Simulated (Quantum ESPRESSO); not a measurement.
Crystal: HfN.

```
Hf N
1.0
     0.00000    2.25600    2.25600
     2.25600    0.00000    2.25600
     2.25600    2.25600    0.00000
Hf N
1 1
Cartesian
  0.0000 0.0000 0.0000
  2.2560 2.2560 2.2560
```

Base run:

| Item | Value |
| --- | --- |
| Program | Quantum ESPRESSO 7.5 |
| Functional | PBEsol |
| Potentials or basis | GBRV 1.5 PBEsol |
| Cutoff | 612 eV |
| Density cutoff | 4898 eV |
| k mesh | 10 × 10 × 10 |
| Occupations | fermi-dirac, width 0.05 eV |
| Spin | no spin polarisation |
| Hubbard terms | Hf d U = 6 eV |

Its results: band gap on the k mesh none (metal or under the smearing width); pressure 8.9 GPa.

Question: The run is repeated on the same cell with these changes: hubbard terms from Hf d U = 6 eV to Hf d U = 1 eV. What comes out?

Answer: Band gap on the k mesh none (metal or under the smearing width); pressure -1.1 GPa.

Caveats: U without spin polarisation on a metal has little footing.
